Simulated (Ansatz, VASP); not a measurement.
One calculation of Na5H, two programs

```xyz
6
Lattice="7.9991 0.0000 0.0000 -3.9995 6.9274 0.0000 0.0000 0.0000 3.3631" Properties=species:S:1:pos:R:3 pbc="T T T"
Na   -3.0755    5.3269    0.0000
Na    6.1510    0.0000    0.0000
Na    0.9240    1.6005    0.0000
Na    3.9995    2.3091    1.6815
Na    0.0000    4.6183    1.6815
H     0.0000    0.0000    1.6815
```

Change from the starting cell: species swapped into the CaMg5 type (P-62m, No. 189).

Alike in both runs: functional PBE; k mesh 3 × 3 × 6; occupations gaussian, width 0.1 eV; no spin polarisation.

Ansatz relaxed the structure, and its values are those at the end. VASP's run is a single point on that final structure, the one shown.

|  | VASP | Ansatz |
| --- | --- | --- |
| version | VASP 6.6.1 | Ansatz 0.2.0 |
| potentials or method | VASP PAW PBE potentials, release 64 (Na_pv, H) | scalar-relativistic, plane waves, PAW |
| plane-wave cutoff (eV) | 520 | 420 |
| valence electrons in the cell | 36 | 46 |

|  | VASP | Ansatz | Ansatz less VASP |
| --- | --- | --- | --- |
| gap on the k mesh at the Fermi level (eV) | none | none | - |
| pressure (GPa) | 0.1 | 0.2 | 0.00 |
| rms of the force components (eV/Å) | 0.006 | 0.006 | -0.0006 |

A gap of «none» marks a metal or a gap that the smearing closes. The two sets of potentials don't hold the same shells in valence.
